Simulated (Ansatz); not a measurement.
# InSb: the cost of one run

Program: Ansatz 0.2.0. Level of theory: DFT PBEsol, scalar-relativistic, plane waves, PAW. These are calculated values, not measurements.

1 further run of the same task is left out (set aside as unsound or not needed).

## 1. Starting point

Symmetry: P4/mmm, No. 123, tetragonal system. The conventional cell has a = 3.077 Å, b = 3.077 Å, c = 6.215 Å, α = 90.00°, β = 90.00°, γ = 90.00°. Around In (site symmetry 4/mmm) lie 4 In at 3.08 Å and 2 Sb at 3.11 Å. Sb (site symmetry 4/mmm) has 4 Sb at 3.08 Å and 2 In at 3.11 Å as nearest neighbours.

Coordinates:

```
CELL_PARAMETERS angstrom
3.07666 0.00000 0.00000
0.00000 3.07666 0.00000
0.00000 0.00000 6.21547
ATOMIC_POSITIONS crystal
In 0.00000 0.00000 0.00000
Sb 0.00000 0.00000 0.50000
```

Source of the structure: the Materials Project (structure only).

## 2. Quick check of gap, pressure and forces

input.yaml

```yaml
crystal:
  lattice:
    - [3.076656, 0.0, 0.0]
    - [0.0, 3.076656, 0.0]
    - [0.0, 0.0, 6.21547]
  atoms:
    - { symbol: In, position: [0.0, 0.0, 0.0] }
    - { symbol: Sb, position: [0.0, 0.0, 0.5] }
basis:
  ecutwfc: 420
kpoints:
  mp_grid: { grid: [6, 6, 4] }
hamiltonian:
  xc: pbesol
scf:
  occupations: { method: gaussian, width: 0.1 }
output:
  forces: true
  stress: true
  eigenvalues: true
```

Run with:

```console
> ansatz run input.yaml --threads 1 --pin off --max-ram 1228MiB --backend cpu --events-out ev --progress --plain --runs-dir out
```

**Question.** How long does this run take on 1 thread of an Arm CPU, shared host, and how much memory does it need?

About 2 s, with a peak of 0.33 GiB.
